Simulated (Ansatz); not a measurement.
Nd in several cubic structure types, each at its own equilibrium volume.

Method: Ansatz, PBE, plane waves, PAW datasets (generated soft set 1).

Settings: cutoff 420 eV; no spin polarisation; Fermi–Dirac smearing of 0.0612 eV; k-meshes 44³ (bcc), 42³ (fcc).

Q: Rank the structures by energy per atom, lowest first.
A. fcc
B. bcc

A: A (0.0 meV/atom), B (81 meV/atom).

Q: Give the equilibrium volume and bulk modulus of each.

A: 
```json
{"structure": "bcc", "V₀ (Å³/atom)": "21.11", "B₀ (GPa)": "31"}
{"structure": "fcc", "V₀ (Å³/atom)": "22.79", "B₀ (GPa)": "37"}
```

Only these cubic types are compared here; the real ground state can be another structure or magnetic.

Model structures, not the usual forms at ambient conditions (metastable or hypothetical): Nd (bcc type), Nd (fcc type). The open f shell is treated without spin here, so this is a model state and not the ground state.
